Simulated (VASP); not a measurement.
Write the native input for VASP 6.6.1 that does the following.

| Quantity | Value |
| --- | --- |
| Task | relaxation of cell and atoms |
| Functional | PBE |
| Potentials or basis | VASP PAW PBE potentials, release 64 (Mn_pv, Si) |
| Cutoff | 600 eV |
| k mesh | 8 × 8 × 8 |
| Occupations | methfessel-paxton, width 0.1 eV |
| Spin | collinear spin, ferromagnetic start |
| Starting moments | [3.5, 3.5, 3.5, 3.5, 0.0, 0.0, 0.0, 0.0] μB |
| Further INCAR settings | ALGO = Normal; EDIFF = 1e-07; AMIX = 0.2; BMIX = 0.0001; IBRION = 2; EDIFFG = -0.005; NSW = 90; ISIF = 3 |

The structure of MnSi lies in POSCAR:

```
MnSi                                    
1.0
    4.5176767716     -0.0000000000     -0.0000000000
    0.0000000000      4.5176767716      0.0000000000
    0.0000000000      0.0000000000      4.5176767716
  Mn              Si            
     4     4
Direct
     0.1364208591749149    0.1364208591749149    0.1364208591749149
     0.3635791408250851    0.8635791408250851    0.6364208591749149
     0.6364208591749149    0.3635791408250851    0.8635791408250851
     0.8635791408250851    0.6364208591749149    0.3635791408250851
     0.8451836175454904    0.8451836175454904    0.8451836175454904
     0.6548163824545096    0.1548163824545095    0.3451836175454904
     0.3451836175454904    0.6548163824545096    0.1548163824545095
     0.1548163824545095    0.3451836175454904    0.6548163824545096
```

One way to write it, as run:

INCAR

```
ALGO = Normal ; AMIX = 0.2
AMIX_MAG = 0.8 ; BMIX = 1E-4
BMIX_MAG = 1E-4 ; EDIFF = 1E-7
EDIFFG = -0.005 ; ENCUT = 600
GGA = PE ; IBRION = 2
ISIF = 3 ; ISMEAR = 1
ISPIN = 2 ; KPAR = 4
LASPH = True ; LCHARG = False
LMAXMIX = 4 ; LORBIT = 11
LREAL = False ; LWAVE = False
MAGMOM = 3.5 3.5 3.5 3.5 0 0 0 0 ; NELM = 150
NSW = 90 ; PREC = Accurate
SIGMA = 0.1
```

KPOINTS

```
k-points
0
Gamma
  8 8 8
```

Potentials or basis: VASP PAW PBE potentials, release 64 (Mn_pv, Si).

Launch:

```console
$ cat potpaw_PBE.64/Mn_pv/POTCAR potpaw_PBE.64/Si/POTCAR > POTCAR
$ mpirun -np 4 vasp_std > vasp.out
```

Results of the run:

| Quantity | Value |
| --- | --- |
| Energy gained by relaxing | 0.0 meV/atom |
| Ionic steps | 2 |
| Pressure after relaxing | 0.0 GPa |
| Band gap on the k mesh | none (metal or under the smearing width) |
| Net moment | 3.98 μB per cell |
| Site moments | Mn +1.05; Si -0.05 μB |
| Valence electrons inside the program's atomic spheres | Mn 12.01; Si 1.65 |

Run time: 3.1 min on 4 MPI ranks on Intel(R) Xeon(R) Platinum 8259CL CPU @ 2.50GHz (Skylake/Cascade Lake), with other jobs on the host, peak memory 0.46 GiB a rank.
